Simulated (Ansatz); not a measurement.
## CdSe under changes of volume

One of the cells (28.942 Å³/atom); the others are scaled copies at fixed shape and fractional positions:

```
Cd Se
1.0
     0.00000    3.07027    3.07027
     3.07027    0.00000    3.07027
     3.07027    3.07027    0.00000
Cd Se
1 1
Direct
  0.00000 0.00000 0.00000
  0.25000 0.25000 0.25000
```

Measurements of this composition are mostly on another form, of space group No. 186.

* Program: Ansatz 0.2.0
* Functional: r2SCAN0
* Potentials or basis: Ansatz PAW
* Cutoff: 500 eV (not typed: the program's choice for these potentials)
* k mesh: 4 × 4 × 4
* Occupations: fermi-dirac, width 0.05 eV
* Spin: no spin polarisation

```csv
volume (Å³/atom),energy over the lowest point (meV/atom),pressure (GPa),gap on the mesh (eV)
27.206,12.20,3.0,2.59
27.784,3.79,1.7,2.53
28.363,0.00,0.4,2.48
28.942,?,?,?
29.521,4.61,-1.6,2.37
30.100,12.11,-2.5,2.31
30.679,22.56,-3.3,2.26
```

Question: What does the run at 28.942 Å³/atom give?

Answer: Energy over the lowest point 0.41 meV/atom; pressure -0.7 GPa; gap on the mesh 2.42 eV.

Worked out: A Birch-Murnaghan fit of order 3 (a polynomial in V^(-2/3)) to the other rows has its minimum at 28.59 Å³/atom with B0 = V·E''(V) = 55 GPa and B' = 4.7. It gives 0.45 meV/atom at 28.942 Å³/atom, against the run's 0.41, and -dE/dV = -0.7 GPa, against -0.7. A straight line through the other rows of the gap, of slope -2.75 eV per unit of ln V (its deformation potential), gives 2.42 eV, against the run's 2.42.

Energies are extrapolated to zero smearing.

Caveats: all runs use coarse meshes; the PAW data sets come from PBE, with cores solved anew for the run's functional, which leaves a small shift of forces and pressure; the thresholds are loose for stress.

Spin-orbit coupling on Cd, Se is left out.
